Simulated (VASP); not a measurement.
NaCl: relaxation of cell and atoms with PBEsol

NaCl:

```
Na Cl
1.0
     0.00000    2.84345    2.84345
     2.84345    0.00000    2.84345
     2.84345    2.84345    0.00000
Na Cl
1 1
Cartesian
  0.0000 0.0000 0.0000
  2.8434 2.8434 2.8434
```

```yaml
Program: VASP 6.6.1
Task: relaxation of cell and atoms
Functional: PBEsol
Potentials_or_basis: VASP PAW PBE potentials, release 64 (Na_pv, Cl)
Cutoff: 300 eV
k_mesh: 8 × 8 × 8
Occupations: gaussian, width 0.02 eV
Spin: no spin polarisation
Further_INCAR_settings: ALGO = Normal; EDIFF = 1e-07; IBRION = 2; EDIFFG = -0.005; NSW = 90; ISIF = 3
```

- Relaxed volume: 21.93 Å³/atom
- Relaxed cell: a = 3.959 Å, b = 3.959 Å, c = 3.959 Å, α = 60.00°, β = 60.00°, γ = 60.00°
- Space group after relaxing (to 0.05 Å): Fm-3m (No. 225)
- Energy gained by relaxing: 4.4 meV/atom
- Ionic steps: 3
- Pressure after relaxing: 0.0 GPa
- Band gap on the k mesh: 5.01 eV, direct

The path:
| step | energy change (eV) | largest force (eV/Å) | pressure (GPa) | volume (Å³) |
| --- | --- | --- | --- | --- |
| 1 | 0.0000 | 0.0000 | -1.27 | 45.98 |
| 2 | -0.0070 | 0.0000 | -0.60 | 44.78 |
| 3 | -0.0089 | 0.0000 | -0.03 | 43.86 |

Final structure:
```
Na Cl
1.0
     0.00000    2.79916    2.79916
     2.79916    0.00000    2.79916
     2.79916    2.79916    0.00000
Na Cl
1 1
Direct
  0.00000 0.00000 0.00000
  0.50000 0.50000 0.50000
```

Levels at points of the mesh, in eV from the valence-band top:
```csv
k point,band 3,band 4,band 5,band 6,band 7,band 8,band 9,band 10,band 11
"(0.00, 0.00, 0.00)",-20.60,-12.70,0.00,0.00,0.00,5.01,11.03,11.03,11.03
"(0.50, 0.00, 0.00)",-20.60,-12.33,-2.04,-0.28,-0.28,7.11,10.68,10.92,10.92
"(0.50, 0.50, 0.00)",-20.61,-12.28,-1.76,-0.63,-0.63,7.50,7.87,11.29,14.82
```

It took 8.9 s on 1 thread of Intel(R) Xeon(R) Platinum 8559C (Emerald Rapids), on a shared host, peak memory 0.12 GiB.

Caveat: the cutoff is under 1.25 times the usual one of these potentials, so pressure, stress and relaxed cells hold a basis-set (Pulay) error; the PAW data sets were made with another functional, which shifts forces and pressure a little. Expect the measured gap to be larger: semilocal functionals such as PBEsol lack the derivative discontinuity.
